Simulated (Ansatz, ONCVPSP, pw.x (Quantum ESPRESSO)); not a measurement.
## Equation-of-state test of one ONCV potential (Zr (Z = 40))

```
Element                 : Zr (Z = 40)
Generator               : ONCVPSP 4.0.1
Type                    : optimised norm-conserving Vanderbilt (ONCV)
Functional              : PBE
Relativity              : scalar-relativistic
Frozen core             : [Ar] 3d10
Valence charge          : 12
Reference configuration : 4s2 4p6 4d2 5s2
Partial waves           : 4s+5s: rc 1.80 bohr, ncon 4, nbas 8, qcut 8.6 1/bohr, 2 projectors; 4p: rc 1.60 bohr, ncon 5, nbas 9, qcut 10.9 1/bohr, 1 projector; 4d: rc 2.15 bohr, ncon 3, nbas 8, qcut 6.7 1/bohr, 2 projectors, debl 2.9 Ha
Local potential         : polynomial inside 1.55 bohr (lpopt 5, dvloc0 6 Ha)
Core correction         : Teter function, fcfact 4, rcfact 1.3
```

Atomic tests: cutoffs needed: 34 Ha and 41 Ha (the cutoffs (Ha) at which the residual kinetic energy of the hardest occupied pseudo-wave falls to 1 and 0.1 mHa per electron); ghost test: no bound ghost flagged; GHOST(+) flags only above 600 eV; largest excitation error: -8.0 meV (all-electron minus pseudo) for 4s2 4p6 4d1 5s2 5p1, out of 4 test configurations.

Crystal test: bcc Zr in pw.x 7.5, no spin, 13³ k-points, Fermi–Dirac smearing 0.01 Ry, cutoffs 100/400 Ry. The lattice is a test structure that the element need not adopt, and mesh and smearing are coarse.

pw.x input:

```
&control
  calculation='scf', prefix='x', pseudo_dir='./', outdir='./tmp', tstress=.true., disk_io='none'
/
&system
  ibrav=0, nat=1, ntyp=1, ecutwfc=100, ecutrho=400, nbnd=14,
  occupations='smearing', smearing='fd', degauss=0.01
/
&electrons
  conv_thr=1e-09, mixing_beta=0.4, electron_maxstep=70
/
ATOMIC_SPECIES
Zr 1.0 Zr.UPF
CELL_PARAMETERS angstrom
  -1.79344322 1.79344322 1.79344322
  1.79344322 -1.79344322 1.79344322
  1.79344322 1.79344322 -1.79344322
ATOMIC_POSITIONS crystal
Zr 0.0000 0.0000 0.0000
K_POINTS automatic
13 13 13 0 0 0
```

```bash
pw.x < Zr.scf.in > Zr.scf.out
```

Problem. How does the run end?

Solution. It converges; the pressure is -0.12 GPa against -0.34 GPa from all-electron LAPW.  The log shows:

```
     number of electrons       =        12.00
     number of Kohn-Sham states=           14
     kinetic-energy cutoff     =     100.0000  Ry
     charge density cutoff     =     400.0000  Ry
     scf convergence threshold =      1.0E-09
     Exchange-correlation= PBE
     number of k points=    84  Fermi-Dirac smearing, width (Ry)=  0.0100
     iteration #  1     ecut=   100.00 Ry     beta= 0.40
     total energy              =     -98.75745273 Ry
     estimated scf accuracy    <       0.01236708 Ry
     iteration #  2     ecut=   100.00 Ry     beta= 0.40
     total energy              =     -98.75782549 Ry
     estimated scf accuracy    <       0.00150562 Ry
     iteration #  3     ecut=   100.00 Ry     beta= 0.40
     total energy              =     -98.75810301 Ry
     estimated scf accuracy    <       0.00006643 Ry
     iteration #  4     ecut=   100.00 Ry     beta= 0.40
     total energy              =     -98.75811112 Ry
     estimated scf accuracy    <       0.00000302 Ry
     iteration #  5     ecut=   100.00 Ry     beta= 0.40
     total energy              =     -98.75811161 Ry
     estimated scf accuracy    <       0.00000017 Ry
     iteration #  6     ecut=   100.00 Ry     beta= 0.40
     total energy              =     -98.75811167 Ry
     estimated scf accuracy    <       0.00000002 Ry
     iteration #  7     ecut=   100.00 Ry     beta= 0.40
     the Fermi energy is    14.0019 ev
!    total energy              =     -98.75811167 Ry
     estimated scf accuracy    <          7.7E-10 Ry
     smearing contrib. (-TS)   =      -0.00844502 Ry
     The total energy is F=E-TS. E is the sum of the following terms:
     one-electron contribution =     -17.65150049 Ry
     hartree contribution      =      13.55236213 Ry
     xc contribution           =     -17.33692520 Ry
     ewald contribution        =     -77.31360309 Ry
     convergence has been achieved in   7 iterations
          total   stress  (Ry/bohr**3)                   (kbar)     P=       -1.16
     Message from routine punch:
     Nothing written, as per user request (disk_io='none')
```
